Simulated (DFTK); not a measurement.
## Al: equation of state with LDA

**The experiment to reproduce.**

“The interpretation of polycrystalline coherent inelastic neutron scattering from aluminium”, 2013, pmc:3831299 quotes, for a bulk crystal of Al: bulk modulus 76.9 GPa.

Crystal: Al.

```
Al
1.0
     2.86351    0.00000    0.00000
     1.43175    2.47987    0.00000
     1.43175    0.82662    2.33804
Al
1
Direct
  0.00000 0.00000 0.00000
```

```json
{
 "Program": "DFTK 0.8.2",
 "Task": "equation of state",
 "Functional": "LDA",
 "Potentials or basis": "dojo.nc.sr.lda.v0_4_1.stringent.upf (LDA)",
 "Cutoff": "599 eV",
 "k mesh": "11 × 11 × 11",
 "Occupations": "fermi-dirac, width 0.05 eV",
 "Spin": "no spin polarisation"
}
```

- Equilibrium volume: 15.77 Å³/atom
- Bulk modulus: 85 GPa
- Pressure derivative of the bulk modulus: 4.6

Energy against volume, from the lowest point:
| volume (Å³/atom) | energy (meV/atom) |
| --- | --- |
| 15.607 | 0.03 |
| 15.939 | 0.00 |
| 16.271 | 3.47 |
| 16.603 | 10.06 |
| 16.935 | 19.44 |
| 17.267 | 31.27 |
| 17.599 | 45.29 |

Run time: 2.7 min on 1 thread of Intel(R) Xeon(R) Platinum 8259CL CPU @ 2.50GHz (Skylake/Cascade Lake), with other jobs on the host, peak memory 1.3 GiB.

A measured bulk modulus of Al is 76.9 GPa (quoted in “The interpretation of polycrystalline coherent inelastic neutron scattering from aluminium”, 2013, pmc:3831299); the calculated 85 GPa misses it by +10.8 %. The fit is for a static lattice scaled at fixed shape and fixed fractional positions. The cell as given is a measured one (16.60 Å³/atom); LDA puts the equilibrium volume -5.0 % from it, thermal expansion not counted.
